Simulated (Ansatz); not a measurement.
SrO: equation of state with PBE

Crystal: SrO.

```xyz
2
Lattice="0.0000 2.5663 2.5663 2.5663 0.0000 2.5663 2.5663 2.5663 0.0000" Properties=species:S:1:pos:R:3 pbc="T T T"
Sr    2.5663    2.5663    2.5663
O     0.0000    0.0000    0.0000
```

* Program: Ansatz 0.2.0
* Task: equation of state
* Functional: PBE
* Potentials or basis: Ansatz PAW
* Cutoff: 420 eV
* Density cutoff: 1680 eV
* k mesh: 9 × 9 × 9
* Occupations: fermi-dirac, width 0.05 eV
* Spin: spin-orbit coupling, no magnetisation

- Equilibrium volume: 17.52 Å³/atom
- Bulk modulus: 85 GPa
- Pressure derivative of the bulk modulus: 4.4

Energy against volume, from the lowest point:
| volume (Å³/atom) | energy (meV/atom) |
| --- | --- |
| 15.887 | 48.25 |
| 16.225 | 29.23 |
| 16.563 | 15.42 |
| 16.901 | 6.26 |
| 17.239 | 1.24 |
| 17.577 | 0.00 |
| 17.915 | 2.20 |

All runs of the series together: 20 s on 2 threads of Arm Neoverse V1, on a shared host.

PBE usually gives volumes a little too large and moduli too small. Zero-point motion and thermal expansion aren't in these numbers.
